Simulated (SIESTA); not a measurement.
Crystal: BaTiO3 (Barioperovskite).

```
Ba Ti O
1.0
     3.98550    0.00000    0.00000
     0.00000    2.83690    2.84515
     0.00000   -2.83690    2.84515
Ba Ti O
1 1 3
Cartesian
  0.0000 0.0000 0.0000
  1.9928 0.0000 2.9157
  1.9928 1.3804 4.2594
  1.9928 -1.3804 4.2594
  0.0000 0.0000 2.7735
```

Base run:

```yaml
Program: SIESTA 5.4.2
Functional: PBEsol
Potentials_or_basis: PseudoDojo 0.4 standard (PBEsol files)
Basis: DZP (energy shift 0.003 Ry; two zetas on semicore shells; d shell added on Ba)
Grid_cutoff: 800 Ry
Energy_shift: 0.003 Ry
k_mesh: 7 × 7 × 7
Occupations: fermi-dirac, width 0.05 eV
Spin: no spin polarisation
```

Its results: band gap on the k mesh 1.83 eV, indirect (least direct gap 1.95 eV); pressure -1.8 GPa; largest force 0.258 eV/Å.

Problem. The run is repeated on the same cell with these changes: functional from PBEsol to LDA; potentials or basis from PseudoDojo 0.4 standard (PBEsol files) to PseudoDojo 0.4 standard (LDA files). What comes out?

Solution. Band gap on the k mesh 1.80 eV, indirect (least direct gap 1.91 eV); pressure -6.4 GPa; largest force 0.278 eV/Å.

Caveats: this set's barium file shifts pressures by up to 1 GPa against other sets; spin-orbit coupling is left out, which moves the levels of the heavy elements; the basis of atomic orbitals isn't converged, which shifts pressures, moduli and gaps; an odd mesh through Γ misses points on the zone boundary, where band edges often lie (some runs).

Not every run made on this cell is shown here.
